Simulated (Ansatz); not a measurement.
Consider the formal exchange of groups at the Sb–S bond: `C[S][SbH][CH3]` + acetone → `[CH3][SbH][C](C)=O` + `CSC`.

Gas-phase electronic energies from Ansatz, PBE0-D4/def2-TZVP geometries. CCSD(T)/CBS is the MP2 limit (def2-TZVPP, def2-QZVPP) plus CCSD(T) − MP2 in def2-TZVPP, frozen cores. def2 core potentials past Kr. For Sb outer-core shells are correlated without core-valence functions, which leaves a few kJ/mol of doubt a bond. One conformer a species, not always the lowest.

| species | CCSD(T)/CBS(def2) energy (Eh) |
| --- | --- |
| `C[S][SbH][CH3]` | -718.12202 |
| `CC(C)=O` | -192.94016 |
| `[CH3][SbH][C](C)=O` | -433.53824 |
| `CSC` | -477.48821 |

Q: Work out ΔE.

A: ΔE = (-433.53824) + (-477.48821) − (-718.12202) − (-192.94016) = 0.03573 Eh = +0.97 eV.

Largest T1 diagnostic among the species: 0.015.

From PBE to PBE0 (25 % exact exchange), in def2-TZVPP and without D4, ΔE moves by +0.09 eV. In def2-TZVPP, CCSD(T) changes the Hartree–Fock value by −0.24 eV (the triples alone add −0.04 eV) and MP2 by −0.21 eV.
